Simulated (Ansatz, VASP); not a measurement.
## LiF in VASP and in Ansatz

INCAR

```
SYSTEM = LiF
PREC = Accurate ; ENCUT = 520
EDIFF = 1E-7 ; ISMEAR = 0
SIGMA = 0.05 ; LREAL = .FALSE.
LASPH = .TRUE. ; NELM = 60
ALGO = Normal ; ISIF = 2
LWAVE = .FALSE. ; LCHARG = .FALSE.
GGA = RP ; IVDW = 13
NBANDS = 12
```

Contents of KPOINTS:

```
Automatic mesh
0
G
  10 10 10
  0 0 0
```

POSCAR

```
LiF
1.0
    0.0000000000      2.0476666766      2.0476666766
    2.0476666766      0.0000000000      2.0476666766
    2.0476666766      2.0476666766      0.0000000000
Li F
1 1
Direct
    0.0000000000      0.0000000000      0.0000000000
    0.5000000000      0.5000000000      0.5000000000
```

Input for Ansatz:

```yaml
crystal:
  lattice:
    - [0.0, 2.0476666766, 2.0476666766]
    - [2.0476666766, 0.0, 2.0476666766]
    - [2.0476666766, 2.0476666766, 0.0]
  atoms:
    - { symbol: Li, position: [0.0, 0.0, 0.0] }
    - { symbol: F, position: [0.5, 0.5, 0.5] }
basis:
  ecutwfc: 420
  ecutrho_ratio: 4
kpoints:
  mp_grid: { grid: [10, 10, 10] }
hamiltonian:
  xc: rpbe
  dispersion: d4
scf:
  occupations: { method: gaussian, width: 0.05 }
output:
  forces: true
  stress: true
  eigenvalues: true
```

Alike in both runs: task single point; functional RPBE; dispersion D4; k mesh 10 × 10 × 10; occupations gaussian, width 0.05 eV; no spin polarisation.

```csv
,VASP,Ansatz
version,VASP 6.6.1,Ansatz 0.2.0
potentials or method,"VASP PAW PBE potentials, release 64 (Li_sv, F)","scalar-relativistic, plane waves, PAW"
plane-wave cutoff (eV),520,420
valence electrons in the cell,10,10
```

```csv
,VASP,Ansatz,Ansatz less VASP
gap on the k mesh at the Fermi level (eV),8.93,8.92,-0.008
least direct gap on the mesh (eV),8.93,8.92,-0.008
dispersion energy (meV/atom),-133.9,-133.9,-0.03
```

 Expect the measured gap to be larger: semilocal functionals such as RPBE lack the derivative discontinuity. A k mesh can miss the band edges.
